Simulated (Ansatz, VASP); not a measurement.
Two plane-wave programs on Si

```xyz
1
Lattice="-1.6473 1.6066 1.3203 1.6473 -1.6066 1.3203 1.6473 1.6066 -1.3203" Properties=species:S:1:pos:R:3 pbc="T T T"
Si    0.0000    0.0000    0.0000
```

Change from the starting cell: strain +0.0125 x Voigt [1, -1, 0, 0, 0, 0], atoms carried along.

Alike in both runs: task single point; functional LDA; k mesh 22 × 22 × 22; occupations gaussian, width 0.15 eV; no spin polarisation.

|  | VASP | Ansatz |
| --- | --- | --- |
| version | VASP 6.6.1 | Ansatz 0.2.0 |
| potentials or method | VASP PAW LDA potentials, release 64 (Si) | scalar-relativistic, plane waves, PAW |
| plane-wave cutoff (eV) | 520 | 420 |
| valence electrons in the cell | 4 | 4 |

Ansatz gave:

```
gap on the k mesh at the Fermi level (eV)       : none
pressure (GPa)                                  : -0.2
largest component of the traceless stress (GPa) : 0.99
```

Problem. What did VASP give for the same quantities?

Solution. gap on the k mesh at the Fermi level (eV): none; pressure (GPa): -0.1; largest component of the traceless stress (GPa): 1.01.

A gap of «none» marks a metal or a gap that the smearing closes.
